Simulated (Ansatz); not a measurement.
Crystal: W.

```xyz
4
Lattice="2.8097 0.0000 0.0000 0.0000 4.8639 0.0000 0.0000 0.0000 4.9237" Properties=species:S:1:pos:R:3 pbc="T T T"
W     2.2591    4.5191    3.7002
W     0.5948    2.1313    3.7488
W     0.6097    0.2799    1.2206
W     2.2833    2.7304    1.2373
```

This isn't the form of W at room conditions, which is bcc.

The cell isn't the ideal one: atoms moved at random, drawn with an rms of 0.05 Å.

Below is the output of Ansatz 0.2.0 for this cell. Logs are shortened: lines on timing, memory, paths and dates and some standing lists are left out, and cuts for length are marked.

```text
Warning: RAYON_NUM_THREADS=2 ignored (pool sized by the plan → 2); use --threads N
Engine: ansatz 0.2.0, aarch64-unknown-linux-gnu
Pseudopotentials: kind: paw
Pseudopotential: W, paw, valence charge 14, recommended cutoff 420 eV (normal), W.paw.azcp
Functional definition: PBEsol
  exchange = pbesol_x
  correlation = pbesol_c
Crystal: 4 atoms, lattice volume = 67.286 Å³
Basis set: ecut = 420 eV, 1321 PW (Γ), exchange–correlation on 40×72×72 points (8 copies of the dense FFT grid, shifted against one another)
Bands: 34, of which v1, the nominal top of the filled ones, is band 28 counted from 1 (27 counted from 0)
Symmetry: 1 space group operations
Space group: P1 (ITA 1), of the structure as read, at distance tolerance 4.1e-5 Å
k-points: 164 of 324 (time reversal used)
Non-local potential: W, projectors of the file, l = 0: 3, l = 1: 2, l = 2: 2, l = 3: 1
PAW form: soft (Blöchl's): semilocal exchange-correlation on the pseudo side does not see the compensation charge
PAW frozen core: W, regenerated for the run's functional, and the local potential with it (the file was generated under x = pbe(κ = 0.804, μ = 0.2195149727645171), c = pbe(β = 0.06672455060314922))
PAW one-centre angular grid: W, 590 points (default); XC on 64 Gauss nodes
Initial density: superposition of atomic densities (neutral atoms: chi_scale 0, normalization atom), corrected by the library's trained network
Initial wavefunctions: pseudopotential atomic-orbital guess
Functional: x = pbesol(κ = 0.804, μ = 0.12345679012345678), c = pbesol(β = 0.046)
SCF iter   1: F=—  HF=-41024.106488 eV  |F-HF|=—  |Δ(HF+E_count)|=         —  Δρ=7.01e-3  dr2=2.42e-2  ethr=1.77e-3  ⟨swp⟩=4.7  Hψ=21857  notcnv=0
preconditioner: auto → Kerker (q_TF=auto, 2.646 Å⁻¹)  [metal: Δε(μ)=0.010 eV  Ē_g=4.617 eV  σ=0.050 eV  W_gap=0.05  n_scr=22 (ndim 8)  ℏωp=22.2 eV  f_vac=0.000  D(μ)=3.28/eV (n_scr^D=38)]
SCF iter   2: F=—  HF=-41024.101993 eV  |F-HF|=—  |Δ(HF+E_count)|=   4.49e-3  Δρ=4.20e-3  dr2=9.36e-3  ethr=4.32e-5  ⟨swp⟩=1.0  Hψ=6888  notcnv=0
SCF iter   3: F=—  HF=-41024.099328 eV  |F-HF|=—  |Δ(HF+E_count)|=   2.67e-3  Δρ=5.48e-4  dr2=1.66e-4  ethr=1.67e-5  ⟨swp⟩=2.1  Hψ=7657  notcnv=0
SCF iter   4: F=—  HF=-41024.099285 eV  |F-HF|=—  |Δ(HF+E_count)|=   4.30e-5  Δρ=8.49e-5  dr2=2.11e-6  ethr=2.97e-7  ⟨swp⟩=2.1  Hψ=7431  notcnv=0
SCF iter   5: F=—  HF=-41024.099282 eV  |F-HF|=—  |Δ(HF+E_count)|=   3.06e-6  Δρ=1.41e-5  dr2=1.01e-7  ethr=3.77e-9  ⟨swp⟩=2.5  Hψ=7796  notcnv=0
SCF iter   6: F=-41024.099282 eV  HF=-41024.099282 eV  |F-HF|=8.44e-10  |Δ(HF+E_count)|=   9.70e-9  Δρ=2.05e-6  dr2=2.21e-9  ethr=1.79e-10  ⟨swp⟩=9.0  Hψ=34157  notcnv=0
SCF 1 converged in 6 iterations: F = -41024.099282 eV  dr2 = 2.21e-9
  greatest PAW one-centre occupation: 1.000 electrons in one spin orbital (limit 2), on the W atom at site 2 (counted from 0), in its partial waves of l = 0
SCF converged after 6 iterations
Free energy (F): -41024.099282 eV
Harris-Foulkes:  -41024.099282 eV  (|F-HF|=8.44e-10)
Internal energy: -41024.072449 eV  (E = F + TS)
E sigma→0 (E₀):  -41024.085866 eV
Entropy (-TS):   -0.026833 eV (-6.708 meV/atom)
Fermi energy:    20.686406 eV
--- Per-component energies (eV) ---
  E_band       = -409.969159
  E_kinetic    = 1793.882075
  E_local      = -2615.939856  (includes V_loc(G=0)·N_el)
  E_nonlocal   = 13.896300
  E_hartree    = 928.124249
  E_xc         = -1057.308583
  E_vxc        = -949.939324  (∫ρ·V_xc dr)
  E_paw        = -33744.005434  (= ΣΔE_a)
  E_vpaw       = -508.116889  (= ΣTr[D̂ρ^β])
  E_aug_tail   = -0.000255  (compensation charges beyond the density's cutoff)
  E_ewald      = -6343.608114
  E_core_change = 0.887169  (= ΣΔE_core)
  E_smearing   = -0.026833  (= −TS)
  E_closure    = 0.000000  (closes the sum)
  Σ components = -41024.099282   (vs F -41024.099282, Δ=0.00e0)
--- Forces (eV/Å), atoms counted from 1 ---
  atom   1  W      0.00957335     0.51264443    -0.21386549
  atom   2  W      0.14077803    -0.42473807    -0.59491478
  atom   3  W      0.01675507     0.16386068     0.38437537
  atom   4  W     -0.16710381    -0.25176700     0.42440513
  max |Σ_I F_I| component: 2.62e-6 eV/Å
--- Stress (GPa, compression-positive) ---
       -9.691065       0.393365       0.466135
        0.393365      -9.942415      -0.626385
        0.466135      -0.626385     -10.170510
  P = ⅓ Tr σ = -9.9347 GPa (-99.347 kbar)
--- Band table (eV; the first three rows and the last of 164) ---
  k-point 0: bands = ["-53.0741", "-52.9958", "-52.9583", "-52.9090", "-17.8973", "-17.8389", "-17.7391", "-17.4817", "-17.0252", "-16.8960", "-16.8655", "-16.8475", "-16.7896", "-16.7171", "-16.6787", "-16.6653", "11.6822", "14.9487", "15.5374", "15.8442", "15.9916", "18.8215", "19.9970", "20.0580", "20.1749", "20.2217", "20.3173", "20.3762", "20.4338", "20.5609", "21.2542", "22.2465", "23.1328", "23.9843"]
  k-point 1: bands = ["-53.0689", "-53.0007", "-52.9554", "-52.9123", "-17.9043", "-17.7814", "-17.7580", "-17.4271", "-17.0285", "-16.9329", "-16.9102", "-16.8661", "-16.7747", "-16.7146", "-16.6823", "-16.6692", "11.9456", "14.8488", "15.2312", "16.0331", "16.4712", "18.6161", "18.7668", "19.8445", "20.0302", "20.0859", "20.1381", "20.3769", "20.7333", "21.1506", "21.7483", "22.4966", "23.3162", "24.0491"]
  k-point 2: bands = ["-53.0549", "-53.0144", "-52.9471", "-52.9211", "-17.9021", "-17.8129", "-17.6132", "-17.3003", "-17.1379", "-17.0188", "-16.9559", "-16.8920", "-16.7498", "-16.7120", "-16.6909", "-16.6778", "12.6691", "14.4474", "15.2376", "16.0300", "17.1117", "17.5654", "18.5463", "19.0220", "19.8263", "19.9062", "20.2770", "20.4184", "20.9128", "21.4391", "22.4112", "23.1445", "23.6743", "23.7315"]
  k-point 163: bands = ["-52.9882", "-52.9485", "-52.9262", "-52.9072", "-17.7285", "-17.6577", "-17.6342", "-17.5875", "-17.3965", "-17.3882", "-17.2875", "-17.1887", "-17.0236", "-16.9647", "-16.9345", "-16.8429", "15.7241", "16.2118", "16.4695", "16.9840", "17.5395", "17.6123", "18.0087", "18.2851", "19.1967", "19.4245", "19.7013", "19.9545", "20.8123", "21.2813", "21.9557", "23.2926", "24.2518", "24.5524"]
```

Question: Write the input and the command behind it.

Answer: Single point with PBEsol, no spin polarisation. The files as run (others can give the same):

input.yaml
```yaml
crystal:
  lattice:
    - [2.809662, 0.0, 0.0]
    - [0.0, 4.86387, 0.0]
    - [0.0, 0.0, 4.923695]
  atoms:
    - { symbol: W, position: [0.804038, 0.929126, 0.751508] }
    - { symbol: W, position: [0.211697, 0.438194, 0.761377] }
    - { symbol: W, position: [0.217005, 0.05754, 0.247906] }
    - { symbol: W, position: [0.81267, 0.561354, 0.251297] }
hamiltonian:
  xc: pbesol
  pseudopotentials: { kind: paw }
kpoints:
  mp_grid: { grid: [9, 6, 6] }
scf:
  occupations: { method: fermi_dirac, width: 0.05 }
output:
  forces: true
  stress: true
  eigenvalues: true
  write_density: true
  write_potential: true
  elf: true
  volumetric_format: npy
```

Potentials or basis: Ansatz PAW.
Launch:
```console
$ ansatz run input.yaml --threads 2 --pin off --max-ram 5632MiB --backend cpu --events-out ev --progress --plain --runs-dir out
```

Caveat: the PAW data sets come from PBE, with cores solved anew for the run's functional, which leaves a small shift of forces and pressure.
